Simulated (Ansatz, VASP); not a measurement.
**Ge in VASP and in Ansatz**

File INCAR:

```
PREC = Accurate
ENCUT = 520
EDIFF = 1E-6
ISMEAR = -1
SIGMA = 0.05
LREAL = False
LASPH = True
NELM = 80
ALGO = Normal
ISIF = 2
LWAVE = False
LCHARG = True
GGA = PE
LELF = True
LVHAR = True
NBANDS = 13
```

The input KPOINTS:

```
Automatic mesh
0
Gamma
  10 10 10
```

File POSCAR:

```
Ge
1.0
    2.7461381693      0.0000000000      0.0000000000
    0.0000000000      2.7461381693      0.0000000000
    0.0000000000      0.0000000000      2.7461381693
Ge
1
Direct
    0.0000000000      0.0000000000      0.0000000000
```

The input input.yaml:

```yaml
crystal:
  lattice:
    - [2.7461381693, 0.0, 0.0]
    - [0.0, 2.7461381693, 0.0]
    - [0.0, 0.0, 2.7461381693]
  atoms:
    - { symbol: Ge, position: [0.0, 0.0, 0.0] }
hamiltonian:
  xc: pbe
  pseudopotentials: { kind: paw }
kpoints:
  mp_grid: { grid: [10, 10, 10] }
scf:
  occupations: { method: fermi_dirac, width: 0.05 }
output:
  forces: true
  stress: true
  eigenvalues: true
  write_density: true
  write_potential: true
  elf: true
  volumetric_format: npy
```

The cell was built by a generator and needn't be a form met in nature.

Alike in both runs: task single point; functional PBE; k mesh 10 × 10 × 10; occupations fermi-dirac, width 0.05 eV; no spin polarisation.

```csv
,VASP,Ansatz
version,VASP 6.6.1,Ansatz 0.2.0
potentials or method,"VASP PAW PBE potentials, release 64 (Ge_d)",Ansatz PAW
plane-wave cutoff (eV),520,420
valence electrons in the cell,14,14
```

Ansatz gave:

* gap on the k mesh at the Fermi level (eV): none
* pressure (GPa): -2.9

Problem. What did VASP give for the same quantities?

Solution. gap on the k mesh at the Fermi level (eV): none; pressure (GPa): -3.0.

A gap of «none» marks a metal or a gap that the smearing closes.
